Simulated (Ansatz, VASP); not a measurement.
Two plane-wave programs on TePb

Contents of INCAR:

```
  ALGO = Normal
  EDIFF = 1E-6
  ENCUT = 520
  GGA = PE
  ISIF = 2
  ISMEAR = 0
  LASPH = True
  LCHARG = False
  LREAL = False
  LWAVE = False
  NBANDS = 17
  NELM = 100
  PREC = Accurate
  SIGMA = 0.02
```

The input KPOINTS:

```
k-points
0
Gamma
  6 6 6
```

File POSCAR:

```
TePb
1.0
    0.0000000000      3.2847785081      3.2847785081
    3.2847785081      0.0000000000      3.2847785081
    3.2847785081      3.2847785081      0.0000000000
Te Pb
1 1
Direct
    0.0000000000      0.0000000000      0.0000000000
    0.5000000000      0.5000000000      0.5000000000
```

Input for Ansatz:

```yaml
crystal:
  lattice:
    - [0.0, 3.2847785081, 3.2847785081]
    - [3.2847785081, 0.0, 3.2847785081]
    - [3.2847785081, 3.2847785081, 0.0]
  atoms:
    - { symbol: Te, position: [0.0, 0.0, 0.0] }
    - { symbol: Pb, position: [0.5, 0.5, 0.5] }
basis:
  ecutwfc: 420
  xc_grid: 2
kpoints:
  mp_grid: { grid: [6, 6, 6] }
  band_path: { path: [VBM, CBM], npoints: 2 }
hamiltonian:
  xc: pbe
scf:
  occupations: { method: gaussian, width: 0.02 }
output:
  forces: true
  stress: true
  eigenvalues: true
```

Alike in both runs: task single point; functional PBE; k mesh 6 × 6 × 6; occupations gaussian, width 0.02 eV; no spin polarisation.

```csv
,VASP,Ansatz
version,VASP 6.6.1,Ansatz 0.2.0
potentials or method,"VASP PAW PBE potentials, release 64 (Te, Pb_d)","scalar-relativistic, plane waves, PAW"
plane-wave cutoff (eV),520,420
valence electrons in the cell,20,30
```

```tsv
	VASP	Ansatz	Ansatz less VASP
gap on the k mesh at the Fermi level (eV)	0.83	0.83	-0.004
least direct gap on the mesh (eV)	0.83	0.83	-0.004
pressure (GPa)	-0.1	0.0	+0.06
```

The two sets of potentials don't hold the same shells in valence.

Caveats: spin-orbit coupling is left out, which as a rule narrows the gap of such compounds by several tenths of an eV. A k mesh can miss the band edges.
